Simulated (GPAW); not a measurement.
# GaN (F-43m) in GPAW: settings compared

The runs below take GaN through single point, with PBE0-1/3, PBE.

All numbers are computed with GPAW 26.7.0; they aren't measurements. Logs are shortened: lines on timing, memory, paths and dates and some standing lists are left out, and cuts for length are marked. The log counts tension as positive stress, the text compression.

### Step 1. Starting point

The structure is cubic, space group F-43m (No. 216). Conventional cell: a = 4.507 Å, b = 4.507 Å, c = 4.507 Å, α = 90.00°, β = 90.00°, γ = 90.00°. Ga (site symmetry -43m) has 4 N at 1.95 Å as nearest neighbours. N (site symmetry -43m) has 4 Ga at 1.95 Å as nearest neighbours.

The cell is a database's computed one.

### Step 2. Single point, PBE0-1/3

File run.py:

```python
from ase.dft.bandgap import bandgap
from ase.io import read, write
from gpaw import GPAW, PW

atoms = read('GaN.cif')

calc = GPAW(mode=PW(600),
            xc={'name': 'HYB_GGA_XC_PBE0_13', 'fraction': 0.3333333333333333, 'omega': 0.0, 'backend': 'pw'},
            kpts={'size': (5, 5, 5), 'gamma': True},
            occupations={'name': 'fermi-dirac', 'width': 0.05},
            nbands=9,
            convergence={'density': 1e-05, 'energy': 1e-05},
            maxiter=60,
            txt='gpaw.txt')
atoms.calc = calc
energy = atoms.get_potential_energy()
calc.write('gs.gpw')
write('result.traj', atoms)
print(f'Energy: {energy:.6f} eV')
print('Fermi level:', round(calc.get_fermi_level(), 4), 'eV')
print(f'Gap: {bandgap(calc)[0]:.4f} eV, direct: {bandgap(calc, direct=True)[0]:.4f} eV')
```

File GaN.cif:

```cif
data_GaN
_cell_length_a 3.18693112
_cell_length_b 3.18693112
_cell_length_c 3.18693112
_cell_angle_alpha 60.00000000
_cell_angle_beta 60.00000000
_cell_angle_gamma 60.00000000
_space_group_name_H-M_alt 'P1'
_space_group_name_Hall 'P 1'
_space_group_IT_number 1
loop_
_space_group_symop_operation_xyz
'x,y,z'
loop_
_atom_site_label
_atom_site_type_symbol
_atom_site_symmetry_multiplicity
_atom_site_Wyckoff_symbol
_atom_site_fract_x
_atom_site_fract_y
_atom_site_fract_z
_atom_site_occupancy
Ga1 Ga 1 a 0.0000000000 0.0000000000 0.0000000000 1
N1 N 1 a 0.2500000000 0.2500000000 0.2500000000 1
```

Potentials or basis: GPAW PAW data sets (gpaw-data 1.2.1), pw.

Launch:

```console
$ OMP_NUM_THREADS=1 python run.py
```

gpaw.txt:

```text
__  _  _
 | _ |_)|_||  |
 |__||  | ||/\| - 26.7.0

Input parameters:
  mode=PW(ecut=600.0),
  convergence={'density': 1e-05, 'energy': 1e-05},
  kpts=MonkhorstPack(size=(5, 5, 5), gamma=True),
  maxiter=60,
  nbands=9,
  occupations=Occupations(name='fermi-dirac', width=0.05),
  xc=XC(name='HYB_GGA_XC_PBE0_13', fraction=0.3333333333333333, omega=0.0, backend='pw')

Diagonalizing LCAO Hamiltonian
Converting LCAO to pw mode

            N
       Ga

Atoms  # Å, Bohr magnetons
|   | symbol |        x |        y |        z |    initial magnetic moments |
|---|--------|----------|----------|----------|-----------------------------|
| 0 |     Ga | 0.000000 | 0.000000 | 0.000000 | ( 0.0000,  0.0000,  0.0000) |
| 1 |      N | 1.593466 | 0.919988 | 0.650530 | ( 0.0000,  0.0000,  0.0000) |

Unit cell  # Å
| periodic |        x |        y |        z |  lengths |    angles |
|----------|----------|----------|----------|----------|-----------|
|      yes | 3.186931 | 0.000000 | 0.000000 | 3.186931 | 60.000000 |
|      yes | 1.593466 | 2.759963 | 0.000000 | 3.186931 | 60.000000 |
|      yes | 1.593466 | 0.919988 | 2.602118 | 3.186931 | 60.000000 |

Number of symmetries: 24
Symmetry operations  # r_c * U_cc + t_c -> r_c
|    | kind |            matrix            |
|----|------|------------------------------|
|  0 |  E   |  1, 0, 0,  0, 1, 0,  0, 0, 1 |
|  1 |  σ   |  1, 0, 0,  0, 0, 1,  0, 1, 0 |
|  2 |  σ   |  1, 0,-1,  0, 1,-1,  0, 0,-1 |
|  3 |  C3  |  1, 0,-1,  0, 0,-1,  0, 1,-1 |
|  4 |  C3  |  1,-1, 0,  0,-1, 1,  0,-1, 0 |
|  5 |  σ   |  1,-1, 0,  0,-1, 0,  0,-1, 1 |
|  6 |  σ   |  0, 1, 0,  1, 0, 0,  0, 0, 1 |
|  7 |  C3  |  0, 1, 0,  0, 0, 1,  1, 0, 0 |
|  8 |  C2  |  0, 1,-1,  1, 0,-1,  0, 0,-1 |
|  9 |  S4  |  0, 1,-1,  0, 0,-1,  1, 0,-1 |
| 10 |  C3  |  0, 0, 1,  1, 0, 0,  0, 1, 0 |
| 11 |  σ   |  0, 0, 1,  0, 1, 0,  1, 0, 0 |
| 12 |  S4  |  0, 0,-1,  1, 0,-1,  0, 1,-1 |
| 13 |  C3  |  0, 0,-1,  0, 1,-1,  1, 0,-1 |
| 14 |  S4  |  0,-1, 1,  1,-1, 0,  0,-1, 0 |
| 15 |  C2  |  0,-1, 1,  0,-1, 0,  1,-1, 0 |
| 16 |  C3  |  0,-1, 0,  1,-1, 0,  0,-1, 1 |
| 17 |  S4  |  0,-1, 0,  0,-1, 1,  1,-1, 0 |
| 18 |  S4  | -1, 1, 0, -1, 0, 1, -1, 0, 0 |
| 19 |  C3  | -1, 1, 0, -1, 0, 0, -1, 0, 1 |
| 20 |  C3  | -1, 0, 1, -1, 1, 0, -1, 0, 0 |
| 21 |  S4  | -1, 0, 1, -1, 0, 0, -1, 1, 0 |
| 22 |  σ   | -1, 0, 0, -1, 1, 0, -1, 0, 1 |
| 23 |  C2  | -1, 0, 0, -1, 0, 1, -1, 1, 0 |

BZ-sampling:
  Number of BZ points: 125
  Number of IBZ points: 10

  Monkhorst-Pack size: [5, 5, 5]
  Monkhorst-Pack shift: [0, 0, 0]

K-points  # in reciprocal-cell coordinates
|   |                                coordinates |     weight |
|---|--------------------------------------------|------------|
| 0 | (  0.00000000,   0.00000000,   0.00000000) | 0.00800000 |
| 1 | (  0.20000000,   0.20000000,   0.00000000) | 0.04800000 |
| 2 | (  0.20000000,   0.20000000,   0.20000000) | 0.06400000 |
| 3 | (  0.40000000,   0.20000000,  -0.20000000) | 0.19200000 |
| 4 | (  0.40000000,   0.20000000,   0.20000000) | 0.09600000 |
| 5 | (  0.40000000,   0.40000000,  -0.40000000) | 0.19200000 |
| 6 | (  0.40000000,   0.40000000,  -0.20000000) | 0.09600000 |
| 7 | (  0.40000000,   0.40000000,   0.00000000) | 0.04800000 |
| 8 | (  0.40000000,   0.40000000,   0.20000000) | 0.19200000 |
| 9 | (  0.40000000,   0.40000000,   0.40000000) | 0.06400000 |

Plane wave coefficients: 785
Cutoff: 600.0 eV

Spin-components: 1 (collinear spins)
Bands:           9
Projectors:      10
Spin-degeneracy: 2
Datatype:        complex128

Parallelization:
  kpt:    1
  domain: 1
  band:   1

Density:
  Valence electrons: 8.0
  Components: 1
  Grid points: [20 20 20]
  Charge: 0.0  # |e|

Potential:
  Grid points: [20 20 20]

species:
  Ga:
    name:    Gallium
    Z:       31.0
    valence: 3
    core:    28
    charge:  0.0  # [|e|]
    compensation charges:
      type: gauss
      rc: 0.37  # [Å]
      lmax: 2
    cutoffs:
      filter: 2.06  # [Å]
      core: 4.17  # [Å]
    projectors
    | kind |    occ | energy [eV] | rcut [Å] |
    |------|--------|-------------|----------|
    |   4s |  2.000 |      -8.945 |    1.164 |
    |   4p |  1.000 |      -2.580 |    1.164 |
    |    s |        |      18.266 |    1.164 |
    |    p |        |      24.631 |    1.164 |
    |    d |        |       0.000 |    1.164 |

    Using partial waves for Ga as LCAO basis

  N:
    name:    Nitrogen
    Z:       7.0
    valence: 5
    core:    2
    charge:  0.0  # [|e|]
    compensation charges:
      type: gauss
      rc: 0.18  # [Å]
      lmax: 2
    cutoffs:
      filter: 1.11  # [Å]
      core: 0.96  # [Å]
    projectors
    | kind |    occ | energy [eV] | rcut [Å] |
    |------|--------|-------------|----------|
    |   2s |  2.000 |     -18.583 |    0.603 |
    |   2p |  3.000 |      -7.089 |    0.529 |
    |    s |        |       8.629 |    0.603 |
    |    p |        |      20.123 |    0.529 |
    |    d |        |       0.000 |    0.577 |

    Using partial waves for N as LCAO basis

Reference energy: -54366.393033  # eV

eigensolver:
  PPCG
  Converge bands: occupied
  niter=2

density mixing:
  MSR1-Mixer
  Pratt-step length: 0.05
  Maximum mixing coefficient: 0.75
  Old densities: 10
  SVD Regularization: 0.005
  Good broyden scale: 1.0
  Trust region scale: 1.0
  Backstep threshold: 4.0
  History deletion threshold: 6.0
  Fourier metric: weight=20.0, sigma=0.015

occupation numbers:
  Fermi-Dirac:
    width: 0.0500  # eV

poisson solver:
  ecut: 4800.0  # eV

xc functional:
  name: HYB_GGA_XC_PBE0_13 with 2 nearest neighbor stencil

convergence criteria:
- Maximum integral of absolute [dens]ity change: 1e-05 electrons / valence electron
- Maximum [total energy] change in last 3 cyles: 1e-05 eV / valence electron
- Maximum integral of absolute [eigenst]ate change: 4e-08 eV^2 / valence electron
maximum number of iterations: 60

IBZ(<points: 10, symmetries: 24>)
Occupied bands: 4
SCF iterations
|iter     | |      energy | eigst |  dens |
|---------|-|-------------|-------|-------|
|iter:   1| | -751.251646 | -0.22 |       |
|iter:   2| |  -13.974671 | -0.23 | -0.43 |
|iter:   3| |  -12.594734 | -0.64 | -0.53 |
|iter:   4| |  -12.579187 | -0.64 | -0.81 |
|iter:   5| |  -12.777854 | -2.12 | -1.33 |
|iter:   6| |  -12.688587 | -1.21 | -1.31 |
|iter:   7| |  -12.702010 | -2.71 | -1.46 |
|iter:   8| |  -12.689796 | -1.78 | -1.59 |
|iter:   9| |  -12.689935 | -4.15 | -1.75 |
|iter:  10| |  -12.680481 | -2.93 | -1.80 |
|iter:  11| |  -12.680708 | -3.24 | -2.23 |
|iter:  12| |  -12.681178 | -4.89 | -3.16 |
|iter:  13| |  -12.681198 | -5.16 | -3.31 |
|iter:  14| |  -12.681194c| -7.48c| -3.36 |
|iter:  15| |  -12.681189c| -5.89 | -3.47 |
|iter:  16| |  -12.681191c| -6.68 | -4.47 |
|iter:  17| |  -12.681191c| -8.86c| -4.23 |
|iter:  18| |  -12.681191c| -7.57c| -4.36 |
|iter:  19| |  -12.681191c| -8.49c| -5.65c|

Converged in 19 steps
Energy contributions relative to reference atoms: (reference = -54366.393033)

Energy contributions:
  Kinetic:          25.010582
  Coulomb:         -20.798064
  Zero:             -0.017927
  External:          0.000000
  Xc:              717.395710
  Entropy:          -0.000000
  Spinorbit:         0.000000
  Hybrid_Xc_Cc:      -701.329171
  Hybrid_Xc_Vc:        -5.630888
  Hybrid_Xc_Vv:       -27.311433
  ----------------------------
  Free energy:     -12.681191
  Extrapolated:    -12.681191

dipole moment: (-17.594501, -10.158190, -7.182925)  # |e|*Ang

Fermi level: 6.438
Eigenvalues  # (at kpt = [0.000, 0.000, 0.000])
| band index |      eig [eV] | occ [0-2] |
|------------|---------------|-----------|
|          0 |       -13.170 |     2.000 |
|          1 |         4.792 |     2.000 |
|          2 |         4.792 |     2.000 |
|          3 |         4.792 |     2.000 |
|          4 |         9.209 |     0.000 |
|          5 |        18.216 |     0.000 |
|          6 |        18.216 |     0.000 |
|          7 |        18.216 |     0.000 |
|          8 |        25.786 |     0.000 |

Gap: 4.417 eV
Transition (v -> c):
  (s=0, k=0, n=3, [0.00, 0.00, 0.00]) -> (s=0, k=0, n=4, [0.00, 0.00, 0.00])
No difference between direct/indirect transitions
# Writing to gs.gpw (mode='')
```

It took 25 min on 1 thread of Arm Neoverse V1, shared host; peak memory 0.26 GiB.

Results:

- Free energy: -12.6812 eV
- Band gap on the k mesh: 4.42 eV, direct

Caveat: the k mesh is coarse (spacing up to 0.48 Å⁻¹), so the values aren't converged, least of all with exact exchange; the PAW data sets were made with another functional, which shifts forces and pressure a little.

### Step 3. Single point, PBE

File run.py:

```python
from ase.dft.bandgap import bandgap
from ase.io import write
from ase.spacegroup import crystal
from ase.units import GPa
from gpaw import GPAW, PW

# Ga 4a
# N 4d
atoms = crystal(['Ga', 'N'],
                basis=[[0.0, 0.0, 0.0],
                       [0.25, 0.25, 0.75]],
                spacegroup=216, setting=1,  # F-43m
                cellpar=[4.50700122, 4.50700122, 4.50700122, 90.0, 90.0, 90.0],
                primitive_cell=True)

calc = GPAW(mode=PW(300),
            xc='PBE',
            kpts={'size': (10, 10, 10), 'gamma': True},
            occupations={'name': 'fermi-dirac', 'width': 0.05},
            nbands=11,
            convergence={'density': 1e-05, 'energy': 1e-05},
            maxiter=50,
            txt='gpaw.txt')
atoms.calc = calc
energy = atoms.get_potential_energy()
forces = atoms.get_forces()
stress = atoms.get_stress()
calc.write('gs.gpw')
write('result.traj', atoms)
print(f'Energy: {energy:.6f} eV')
print('Forces (eV/A):')
print(forces.round(4))
print('Stress (GPa):', (stress / GPa).round(3))
print('Fermi level:', round(calc.get_fermi_level(), 4), 'eV')
print(f'Gap: {bandgap(calc)[0]:.4f} eV, direct: {bandgap(calc, direct=True)[0]:.4f} eV')
```

Potentials or basis: GPAW PAW data sets (gpaw-data 1.2.1), pw.

Launch:

```console
$ OMP_NUM_THREADS=1 python run.py
```

It took 5.5 s on 1 thread of Arm Neoverse V1, shared host; peak memory 0.12 GiB.

These settings aren't checked as converged: the numbers below hold their error.

Results:

* Free energy: -6.8616 eV
* Pressure: -48.7 GPa
* Band gap on the k mesh: 0.98 eV, indirect (least direct gap 0.98 eV)

Caveat: the cutoff is short for stress and forces, so pressures can be off by a GPa or more; a pressure of tens of GPa on the cell as given is suspect, and the run, the potentials or the cell itself is likely at fault.
